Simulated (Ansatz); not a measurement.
## A short bond in CdS

```
CELL_PARAMETERS angstrom
0.00000 2.91650 2.91650
2.91650 0.00000 2.91650
2.91650 2.91650 0.00000
ATOMIC_POSITIONS crystal
Cd 0.00000 0.00000 0.00000
S 0.25000 0.25000 0.25000
```

The cell is entry 9000108 of the Crystallography Open Database, unrelaxed.

Its shortest bond, of 2.526 Å between atom 1 (Cd) and the nearest image of atom 2 (S), is scaled by moving both atoms along it, with the cell held. The force apart is half the difference of the two atoms' forces along the bond; it holds the pull and push of their other neighbours too.

All numbers are PBEsol results (scalar-relativistic) from Ansatz 0.2.0, with a Γ-centred 7×7×7 k mesh, Fermi–Dirac smearing of 0.03 eV, no spin polarisation. Methods: LAPW: all electrons, basis error target 1 meV/atom; PAW: frozen-core files, cutoff 420 eV; PAW (partial waves polarizable): frozen-core files, cutoff 420 eV.

Energies are extrapolated to zero smearing and count from the unscaled cell; pressure is positive in compression; gaps take the mesh and a band path. No temperature or zero-point motion is included.

The PAW files were made under PBE.

```json
{"bond (Å)": "2.526", "force apart (eV/Å)": "0.00", "P LAPW (GPa)": "-0.24", "ΔE LAPW (eV/atom)": "0.000", "P PAW − LAPW (GPa)": "-0.03", "ΔE PAW − LAPW (meV/atom)": "0.0", "force PAW − LAPW (eV/Å)": "0.000"}
{"bond (Å)": "2.223", "force apart (eV/Å)": "2.97", "P LAPW (GPa)": "3.06", "ΔE LAPW (eV/atom)": "0.181", "P PAW − LAPW (GPa)": "-0.02", "ΔE PAW − LAPW (meV/atom)": "-0.1", "force PAW − LAPW (eV/Å)": "0.001"}
{"bond (Å)": "2.071", "force apart (eV/Å)": "6.37", "P LAPW (GPa)": "8.79", "ΔE LAPW (eV/atom)": "?", "P PAW − LAPW (GPa)": "0.00", "ΔE PAW − LAPW (meV/atom)": "0.3", "force PAW − LAPW (eV/Å)": "0.010"}
{"bond (Å)": "1.465", "force apart (eV/Å)": "70.64", "P LAPW (GPa)": "?", "ΔE LAPW (eV/atom)": "8.912", "P PAW − LAPW (GPa)": "0.95", "ΔE PAW − LAPW (meV/atom)": "35.8", "force PAW − LAPW (eV/Å)": "0.648"}
```

Task: Give the missing entry: row "2.071", column "ΔE LAPW (eV/atom)".

Result: 0.522.

Task: Fill in "P LAPW (GPa)" for the row "1.465".

Result: 107.1.

Task: At the last bond length, how far does PAW (partial waves polarizable) lie from LAPW in pressure and in the largest force component?

Result: PAW (partial waves polarizable): +0.51 GPa, 0.206 eV/Å, on a LAPW pressure of 107.1 GPa.

Task: How do the Löwdin populations by LAPW change from the unscaled cell to the last row, on the two atoms of the bond?

Result: Cd1 4s 1.99 → 1.96, Cd1 5s 0.76 → 0.98, Cd1 4d 9.98 → 9.78, S2 3s 1.88 → 1.80 electrons an atom. These are projections on the shells that the free atoms fill; 0.20 e a cell lies outside them at the start and 0.34 e at the end.
